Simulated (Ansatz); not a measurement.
BaSnO₃ (cubic perovskite)

```xyz
5
Lattice="4.1762 0.0000 0.0000 0.0000 4.1762 0.0000 0.0000 0.0000 4.1762" Properties=species:S:1:pos:R:3 pbc="T T T"
Ba     0.0000     0.0000     0.0000
Sn     2.0881     2.0881     2.0881
O      0.0000     2.0881     2.0881
O      2.0881     2.0881     0.0000
O      2.0881     0.0000     2.0881
```

The slice is a {110} plane (indices of the conventional cell) through the point (0.000, 0.000, 0.000) (fractional), spanned by u = [100] and v = [011] in vectors of this cell: u (4.18 Å) and v (5.91 Å, at 90° to u). It covers one period; positions are fractions (u, v).

Computed with PBE (plane waves to 420 eV, PAW, scalar-relativistic; Ansatz, an electronic-structure program). k mesh 8×8×8. These are valence fields of a PAW run, semicore shells included where kept as valence: close to a nucleus they are smooth pseudo fields. BaSnO3 was relaxed with its symmetry unable to fall. The PAW data are Ansatz's earlier set.

### Question
Around which element is the density of the highest valence band (whole band, smooth part) largest on this plane?

### Answer
O. Mean over a disc round each atom, of radius 0.45 times the shortest bond: O 0.092, Ba 0.005, Sn 0.001 e/Å³.

### Question
What is the ELF at the midpoint of the shortest Sn–O line in this plane (2.09 Å)?

### Answer
0.3.

### Question
What is the valence density on the shortest Sn–O line in this plane (2.09 Å), at its midpoint?

### Answer
0.58 e/Å³.

### Question
Sketch the density of the lowest conduction band (whole band as if filled, smooth part) on this plane as a map.

### Answer
```
|0000000000000000000000000000000000000000000000|
|0000000000000000000000000000000000000000000000|
|0000000000000000000000000000000000000000000000|
|0000000000000000000000000000000000000000000000|
|0000000000000000000000000000000000000000000000|
|0000000000000000000000000000000000000000000000|
|0000000000000000000000000000000000000000000000|
|0000000000000000000000000000000000000000000000|
|0000000000000000111111111111111100000000000000|
|0000000000001111222222222222222211110000000000|
|0000000000001122333333333333333322110000000000|
|0000000000001133444444444444444433110000000000|
|1111110000112233444433333333444433221100001111|
|3344442211112233443322222222334433221111224444|
|6677884411112233332211111111223333221111448877|
|7799996622112233332211000011223333221122669999|
|6677884411112233332211111111223333221111448877|
|3344442211112233443322222222334433221111224444|
|1111110000112233444433333333444433221100001111|
|0000000000001133444444444444444433110000000000|
|0000000000001122333333333333333322110000000000|
|0000000000001111222222222222222211110000000000|
|0000000000000000111111111111111100000000000000|
|0000000000000000000000000000000000000000000000|
|0000000000000000000000000000000000000000000000|
|0000000000000000000000000000000000000000000000|
|0000000000000000000000000000000000000000000000|
|0000000000000000000000000000000000000000000000|
|0000000000000000000000000000000000000000000000|
|0000000000000000000000000000000000000000000000|
|0000000000000000000000000000000000000000000000|
|0000000000000000000000000000000000000000000000|
```
Scale: ten equal steps from 0.000 (start of '0') to 0.318 (end of '9'), in the order '0123456789'. Values: density of the lowest conduction band (whole band as if filled, smooth part) in e/Å³. The map has 23 points along u (two characters each, u = 0 at the left) and 32 along v (v = 0 in the bottom row).
